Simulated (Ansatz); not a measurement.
# Ag: the cost of one run

Method: DFT PBEsol, scalar-relativistic, plane waves, PAW, in Ansatz 0.2.0.

2 further runs of the same task are left out: 2 set aside as unsound or not needed.

## Step 1: The system as given

The structure is cubic, space group Fm-3m (No. 225). Conventional cell: a = 4.054 Å, b = 4.054 Å, c = 4.054 Å, α = 90.00°, β = 90.00°, γ = 90.00°. Ag (site symmetry m-3m) has 12 Ag at 2.87 Å as nearest neighbours.

As a file:

```xyz
2
Lattice="2.0272 2.0272 0.0000 -2.0272 2.0272 0.0000 0.0000 0.0000 4.0544" Properties=species:S:1:pos:R:3 pbc="T T T"
Ag    0.0000    0.0000    0.0000
Ag    0.0000    2.0272    2.0272
```

It goes back to an entry of the Materials Project.

## Step 2: The unstrained reference

Contents of input.yaml:

```yaml
crystal:
  lattice:
    - [2.0272180714, 2.0272180714, 0.0]
    - [-2.0272180714, 2.0272180714, 0.0]
    - [0.0, 0.0, 4.0544361429]
  atoms:
    - { symbol: Ag, position: [0.0, 0.0, 0.0] }
    - { symbol: Ag, position: [0.5, 0.5, 0.5] }
basis:
  ecutwfc: 420
kpoints:
  mp_grid: { grid: [18, 18, 14] }
hamiltonian:
  xc: pbesol
scf:
  occupations: { method: gaussian, width: 0.1 }
output:
  forces: true
  stress: true
  eigenvalues: true
```

The run is started by

```
$ ansatz run input.yaml --threads 1 --pin off --max-ram 2560MiB --backend cpu --events-out ev --progress --plain --runs-dir out
```

What time and memory should one allow on 1 thread of Intel Xeon 6975P-C (Granite Rapids), shared host?

About 6.1 s, with a peak of 0.53 GiB.
